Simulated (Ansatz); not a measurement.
# AgCl: the cost of one run

Computed with Ansatz 0.2.0 (DFT LDA, scalar-relativistic, unless a step's input says otherwise).

## Step 1: The structure to begin with

The structure is cubic, space group Fm-3m (No. 225). The conventional cell has a = 5.546 Å, b = 5.546 Å, c = 5.546 Å, α = 90.00°, β = 90.00°, γ = 90.00°. Around Ag (site symmetry m-3m) lie 6 Cl at 2.77 Å. Cl (site symmetry m-3m) has 6 Ag at 2.77 Å as nearest neighbours.

Coordinates:

```cif
data_structure
_symmetry_space_group_name_H-M 'P 1'
_symmetry_Int_Tables_number 1
_cell_length_a 3.9218
_cell_length_b 3.9218
_cell_length_c 3.9218
_cell_angle_alpha 60.000
_cell_angle_beta 60.000
_cell_angle_gamma 60.000
_cell_volume 42.65
loop_
_atom_site_label
_atom_site_type_symbol
_atom_site_fract_x
_atom_site_fract_y
_atom_site_fract_z
_atom_site_occupancy
Ag1 Ag 0.50000 0.50000 0.50000 1
Cl1 Cl 0.00000 0.00000 0.00000 1
```

Atoms are numbered in the order of the input: Ag1, Cl2.

## Step 2: The deformed structure

Space group Fm-3m before, I4/mmm after.

## Step 3: LAPW, all electrons

Input file input.yaml:

```yaml
crystal:
  lattice:
    - [0.0, 2.77315, 2.828613]
    - [2.77315, 0.0, 2.828613]
    - [2.77315, 2.77315, 0.0]
  atoms:
    - { symbol: Ag, position: [0.5, 0.5, 0.5] }
    - { symbol: Cl, position: [0.0, 0.0, 0.0] }
kpoints:
  mp_grid: { grid: [8, 8, 8] }
  band_path:
    path:
      - [0.0, 0.0, 0.0]
      - [0.0, 0.5, 0.5]
      - [0.25, 0.75, 0.5]
      - [0.0, 0.5, 0.0]
      - [0.0, 0.0, 0.0]
      - [0.5, 0.5, 0.0]
      - [0.3701460977, 0.6298539023, 0.0]
      - [-0.3701460977, 0.3701460977, 0.0]
      - [0.0, 0.0, 0.0]
    npoints: 5
scf:
  occupations: { method: fermi_dirac, width: 0.02 }
hamiltonian:
  xc: lda
  pseudopotentials: { kind: all_electron, lapw: { basis_error: 0.0005 } }
output:
  forces: true
  stress: true
  eigenvalues: true
```

Launch:

```bash
$ ansatz run input.yaml --threads 1 --pin off --max-ram 3072MiB --backend cpu --events-out ev --progress --plain --runs-dir out
```

**Question.** How long does this run take on 1 thread of Arm Neoverse V1, shared host, and how much memory does it need?

About 14 s, with a peak of 0.33 GiB.
